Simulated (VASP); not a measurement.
# TiO2 (Anatase) (I4_1/amd) in VASP: further runs

The runs below take TiO2 (Anatase) through single point, with PBE.

All numbers are computed with VASP 6.6.1; they aren't measurements. Logs are shortened: lines on timing, memory, paths and dates and some standing lists are left out, and cuts for length are marked.

### Step 1. The structure

It takes space group I4_1/amd (No. 141, tetragonal). Conventional cell: a = 3.784 Å, b = 3.784 Å, c = 9.515 Å, α = 90.00°, β = 90.00°, γ = 90.00°. Around Ti (site symmetry -4m2) lie 6 O at 1.93 to 1.98 Å. Around O (site symmetry 2mm) lie 3 Ti at 1.93 to 1.98 Å.

### Step 2. Single point, PBE

Input file INCAR:

```
PREC = Accurate ; ENCUT = 460
EDIFF = 1E-7 ; ISMEAR = 0
SIGMA = 0.05 ; LREAL = False
LASPH = True ; NELM = 100
ALGO = Normal ; ISIF = 2
LWAVE = False ; LCHARG = False
GGA = PE ; ADDGRID = False
```

Input file KPOINTS:

```
regular mesh
0
Gamma
  9 9 9
```

Input file POSCAR:

```
TiO2
1.0
   -1.8921000000      1.8921000000      4.7573000000
    1.8921000000     -1.8921000000      4.7573000000
    1.8921000000      1.8921000000     -4.7573000000
Ti O
2 4
Direct
    0.7500000000      0.2500000000      0.5000000000
    0.0000000000      0.0000000000      0.0000000000
    0.7919000000      0.7919000000      0.0000000000
    0.5419000000      0.0419000000      0.5000000000
    0.9581000000      0.4581000000      0.5000000000
    0.2081000000      0.2081000000      0.0000000000
```

Potentials or basis: VASP PAW PBE potentials, release 64 (Ti, O).

On the command line:

```bash
$ cat potpaw_PBE.64/Ti/POTCAR potpaw_PBE.64/O/POTCAR > POTCAR
$ mpirun -np 1 vasp_std > vasp.out
```

OUTCAR:

```text
PREC = Accurate
   ENCUT = 460
   EDIFF = 1E-7
   ISMEAR = 0
   LREAL = False
   LASPH = True
   NELM = 100
   ISIF = 2
   GGA = PE

 Found     75 irreducible k-points:

 Following reciprocal coordinates:
            Coordinates               Weight
  0.000000  0.000000  0.000000      1.000000
  0.111111  0.000000  0.000000      8.000000
  0.222222  0.000000  0.000000      8.000000
  0.333333  0.000000  0.000000      8.000000
  0.444444  0.000000  0.000000      8.000000
  0.111111  0.111111  0.000000      8.000000
   k-points           NKPTS =     75   k-points in BZ     NKDIM =     75   number of bands    NBANDS=     20
   number of dos      NEDOS =    301   number of ions     NIONS =      6
   total plane-waves  NPLWV =  64000
   dimension x,y,z NGX =    40 NGY =   40 NGZ =   40
   dimension x,y,z NGXF=    80 NGYF=   80 NGZF=   80
   ions per type =               2   4
   NGX,Y,Z   is equivalent  to a cutoff of  12.18, 12.18, 12.18 a.u.
   NGXF,Y,Z  is equivalent  to a cutoff of  24.37, 24.37, 24.37 a.u.
 SYSTEM =  unknown system
   PREC   = accura    normal or accurate (medium, high low for compatibility)
   ISTART =      0    job   : 0-new  1-cont  2-samecut
   ICHARG =      2    charge: 1-file 2-atom 10-const
   ISPIN  =      1    spin polarized calculation?
   LNONCOLLINEAR =      F non collinear calculations
   LSORBIT =      F    spin-orbit coupling
   LASPH  =      T    aspherical Exc in radial PAW
   ENCUT  =  460.0 eV  33.81 Ry    5.81 a.u.   9.55  9.55  9.55*2*pi/ulx,y,z
   NELM   =    100;   NELMIN=  2; NELMDL= -5     # of ELM steps
   EDIFF  = 0.1E-06   stopping-criterion for ELM
   LREAL  =      F    real-space projection
   EDIFFG = 0.1E-05   stopping-criterion for IOM
   NSW    =      0    number of steps for IOM
   IBRION =     -1    ionic relax: 0-MD 1-quasi-New 2-CG
   NFREE  =      0    steps in history (QN), initial steepest desc. (CG)
   ISIF   =      2    stress and relaxation
   ISYM   =      2    0-nonsym 1-usesym 2-fastsym
   POTIM  = 0.5000    time-step for ionic-motion
   TEBEG  =    0.0;   TEEND  =   0.0 temperature during run
   PSTRESS=    0.0 pullay stress
   NELECT =      32.0000    total number of electrons
   NUPDOWN=      -1.0000    fix difference up-down
   EMIN   =  10.00;   EMAX   =-10.00  energy-range for DOS
[... 5 lines left out ...]
     AMIX     =   0.40;   BMIX     =  1.00
     AMIX_MAG =   1.60;   BMIX_MAG =  1.00
  volume/ion in A,a.u.               =      11.35        76.62
  Fermi-wavevector in a.u.,A,eV,Ry     =   1.272590  2.404847 22.034444  1.619486
  Thomas-Fermi vector in A             =   2.405460
   LORBIT       =      0    0 simple, 1 ext, 2 COOP (PROOUT), +10 PAW based schemes
   GGA     = PE    functional components
   LHFCALC =     F    Hartree Fock is set to
   AEXX    =    0.0000 exact exchange contribution
   IVDW    =     0    specifies the selected vdW correction
   LEPSILON=     F    determine dielectric tensor
   LRPA    =     F    only Hartree local field effects (RPA)
 non-spin polarized calculation
 Gauss-broadening in eV      SIGMA  =   0.05
  energy-cutoff  :      460.00
  volume of cell :       68.13
 maximum number of plane-waves:      1553
 NGX is ok and might be reduce to    40
   NGX = 19   NGY = 19   NGZ = 19

 number of electron      31.9999996 magnetization

 Free energy of the ion-electron system (eV)
  ---------------------------------------------------
  ext. energy  EPLUGINS =         0.00000000
  ---------------------------------------------------
  free energy    TOTEN  =       -52.92862498 eV

  energy without entropy =      -52.92862498  energy(sigma->0) =      -52.92862498

 E-fermi :   0.9077     XC(G=0): -10.5256

 val. band max:        0.7059826676   @ k =  -0.4444   0.4444   0.0000
 cond. band min:       2.6436161102   @ k =   0.0000   0.0000   0.0000
 fundamental gap:      1.9376334427
 Fermi energy:         0.9077481454

 k-point     1 :       0.0000    0.0000    0.0000
  band No.  band energies     occupation
      1     -16.9983      2.00000
      2     -15.9500      2.00000
      3     -15.9371      2.00000
      4     -15.4715      2.00000
      5      -3.2721      2.00000
      6      -3.1560      2.00000
[... 12 lines left out ...]
     19       4.4739      0.00000
     20       4.4745      0.00000

 k-point     2 :       0.1111    0.0000    0.0000
  band No.  band energies     occupation
      1     -16.9387      2.00000
      2     -15.9368      2.00000
      3     -15.9065      2.00000
      4     -15.4676      2.00000
      5      -3.3555      2.00000
      6      -3.2730      2.00000
[... 12 lines left out ...]
     19       4.1461      0.00000
     20       4.3150      0.00000

 k-point     3 :       0.2222    0.0000    0.0000
  band No.  band energies     occupation
      1     -16.7847      2.00000
      2     -15.8863      2.00000
      3     -15.8389      2.00000
      4     -15.4603      2.00000
      5      -3.7234      2.00000
      6      -3.2591      2.00000
[... 12 lines left out ...]
     19       3.8432      0.00000
     20       4.1225      0.00000

 k-point     4 :       0.3333    0.0000    0.0000
  band No.  band energies     occupation
      1     -16.6078      2.00000
      2     -15.7915      2.00000
      3     -15.7735      2.00000
      4     -15.4688      2.00000
      5      -3.9485      2.00000
      6      -3.1975      2.00000
[... 12 lines left out ...]
     19       4.0572      0.00000
     20       4.1093      0.00000

 k-point     5 :       0.4444    0.0000    0.0000
  band No.  band energies     occupation
      1     -16.4962      2.00000
      2     -15.7386      2.00000
      3     -15.6642      2.00000
      4     -15.5230      2.00000
      5      -3.8725      2.00000
      6      -3.3997      2.00000
[... 12 lines left out ...]
     19       4.0607      0.00000
     20       4.1505      0.00000

 k-point     6 :       0.1111    0.1111    0.0000
  band No.  band energies     occupation
      1     -16.8629      2.00000
      2     -15.9368      2.00000
      3     -15.8720      2.00000
      4     -15.4719      2.00000
      5      -3.4030      2.00000
      6      -3.2928      2.00000
[... 12 lines left out ...]
     19       4.0059      0.00000
     20       4.2380      0.00000

 [... further k-points ...]
[... 5 lines left out ...]
  --------------------------------------------------------------------------------------
  -------------------------------------------------------------------------------------
  Total        3.1717349      3.1717349      3.3714381      0.0000000      0.0000000      0.0000000
  in kB       74.5931171     74.5931171     79.2897538      0.0000000      0.0000000      0.0000000
  external PRESSURE =      76.1586627 kB  Pullay stress =       0.0000000 kB

 VOLUME and BASIS-vectors are now :
 -----------------------------------------------------------------------------
  energy-cutoff  :      460.00
  volume of cell :       68.13
      direct lattice vectors                 reciprocal lattice vectors
    -1.892100000  1.892100000  4.757300000     0.000000000  0.264256646  0.105101633
     1.892100000 -1.892100000  4.757300000     0.264256646  0.000000000  0.105101633
     1.892100000  1.892100000 -4.757300000     0.264256646  0.264256646  0.000000000

 POSITION                                       TOTAL-FORCE (eV/Angst)
 -----------------------------------------------------------------------------------
      0.00000      1.89210      2.37865         0.000000      0.000000      0.000000
      0.00000      0.00000      0.00000         0.000000      0.000000      0.000000
      0.00000      0.00000      7.53461         0.000000     -0.000000     -0.167353
      0.00000      1.89210      0.39866        -0.000000      0.000000     -0.167353
      0.00000      1.89210      4.35864        -0.000000      0.000000      0.167353
      0.00000      0.00000      1.97999         0.000000     -0.000000      0.167353
 -----------------------------------------------------------------------------------
    total drift:                                0.000000      0.000000     -0.000000

  FREE ENERGIE OF THE ION-ELECTRON SYSTEM (eV)
  ---------------------------------------------------
  free  energy   TOTEN  =       -52.9286249792 eV

  energy  without entropy=      -52.9286249792  energy(sigma->0) =      -52.92862498
```

OSZICAR:

```text
N       E                     dE             d eps       ncg     rms          rms(c)
DAV:   1     0.371823440915E+03    0.37182E+03   -0.13578E+04  3016   0.143E+03
DAV:   2    -0.589357589676E+01   -0.37772E+03   -0.36629E+03  4108   0.356E+02
DAV:   3    -0.682845970682E+02   -0.62391E+02   -0.61567E+02  3884   0.181E+02
DAV:   4    -0.705691558513E+02   -0.22846E+01   -0.22804E+01  3724   0.400E+01
DAV:   5    -0.706432386617E+02   -0.74083E-01   -0.74064E-01  3780   0.691E+00    0.442E+01
DAV:   6    -0.541464936365E+02    0.16497E+02   -0.11778E+02  4256   0.757E+01    0.146E+01
DAV:   7    -0.534014788402E+02    0.74501E+00   -0.18532E+01  4608   0.363E+01    0.134E+01
DAV:   8    -0.532927341285E+02    0.10874E+00   -0.80933E+00  3532   0.249E+01    0.741E+00
DAV:   9    -0.529225554795E+02    0.37018E+00   -0.24569E+00  3616   0.141E+01    0.418E-01
DAV:  10    -0.529286083583E+02   -0.60529E-02   -0.66960E-02  3608   0.174E+00    0.273E-01
DAV:  11    -0.529320051866E+02   -0.33968E-02   -0.35744E-02  3644   0.125E+00    0.471E-01
DAV:  12    -0.529286623108E+02    0.33429E-02   -0.28669E-02  4536   0.132E+00    0.793E-02
DAV:  13    -0.529286328093E+02    0.29502E-04   -0.99496E-04  4040   0.256E-01    0.383E-02
DAV:  14    -0.529286252620E+02    0.75472E-05   -0.40382E-05  3496   0.586E-02    0.531E-03
DAV:  15    -0.529286246360E+02    0.62606E-06   -0.20655E-06  4100   0.118E-02    0.858E-04
DAV:  16    -0.529286249492E+02   -0.31326E-06   -0.34456E-07  3336   0.516E-03    0.226E-03
DAV:  17    -0.529286249792E+02   -0.30000E-07   -0.33232E-07  2964   0.502E-03
   1 F= -.52928625E+02 E0= -.52928625E+02  d E =-.131159E-10
```

stdout:

```text
POSCAR found type information on POSCAR TiO
 POSCAR found :  2 types and       6 ions
 scaLAPACK will be used
 LDA part: xc-table for (Slater+PW92), standard interpolation
 POSCAR, INCAR and KPOINTS ok, starting setup
 FFT: planning ... GRIDC
 FFT: planning ... GRID_SOFT
 FFT: planning ... GRID
 WAVECAR not read
 entering main loop
```

Run time: 2.6 min. Hardware: 1 thread of Intel Xeon Platinum 8488C (Sapphire Rapids), shared host; peak memory 0.27 GiB.

The run converged, but some of its settings lie outside the range that counts as converged, so its numbers aren't taken as properties of the crystal.

What came out:

```yaml
Free_energy: -52.9286 eV
Pressure: 7.6 GPa
Largest_force: 0.167 eV/Å
Band_gap_on_the_k_mesh: 1.94 eV, indirect (least direct gap 2.27 eV)
```

Caveat: the cutoff is under 1.25 times the usual one of these potentials, so pressure, stress and relaxed cells hold a basis-set (Pulay) error; an odd mesh through Γ misses points on the zone boundary, where band edges often lie.

### Step 3. Single point, PBE

Input file INCAR:

```
SYSTEM = TiO2
PREC = Accurate
ENCUT = 520
EDIFF = 1E-6
ISMEAR = 0
SIGMA = 0.011
LREAL = .FALSE.
LASPH = .TRUE.
NELM = 80
ALGO = Normal
ISIF = 2
LWAVE = .FALSE.
LCHARG = .FALSE.
GGA = PE
NBANDS = 33
```

Input file KPOINTS:

```
Automatic mesh
0
G
  10 10 10
  0 0 0
```

POSCAR is that of step 2.

Potentials or basis: VASP PAW PBE potentials, release 64 (Ti_sv, O).

On the command line:

```bash
$ cat potpaw_PBE.64/Ti_sv/POTCAR potpaw_PBE.64/O/POTCAR > POTCAR
$ mpirun -np 1 vasp_std > vasp.out
```

Wall time 6.7 min (1 thread of Intel Xeon Platinum 8559C (Emerald Rapids), shared host); peak memory 0.37 GiB.

The run converged. Its results:

```yaml
Free_energy: -53.8258 eV
Pressure: 5.9 GPa
Largest_force: 0.125 eV/Å
Band_gap_on_the_k_mesh: 2.11 eV, indirect (least direct gap 2.44 eV)
```

Forces in eV/Å, atoms in the order of the input:
```
Ti   0.000  0.000  0.000
Ti   0.000  0.000  0.000
O    0.000  0.000 -0.125
O    0.000  0.000 -0.125
O    0.000  0.000  0.125
O    0.000  0.000  0.125
```

Stress tensor (GPa, compression positive):
```
5.43 0.00 0.00
0.00 5.43 0.00
0.00 0.00 6.81
```

Levels at points of the mesh, in eV from the valence-band top:
```csv
k point,band 21,band 22,band 23,band 24,band 25,band 26,band 27,band 28
"(0.00, 0.00, 0.00)",-0.75,-0.75,-0.46,-0.46,2.11,2.85,3.99,3.99
"(0.50, 0.00, 0.00)",-1.96,-0.94,-0.83,-0.63,3.24,3.55,3.56,3.66
"(0.50, 0.50, 0.00)",-2.05,-2.05,-0.03,-0.03,3.35,3.35,3.82,3.82
"(0.50, 0.50, 0.50)",-1.25,-1.25,-0.11,-0.11,2.47,2.47,3.77,3.77
```
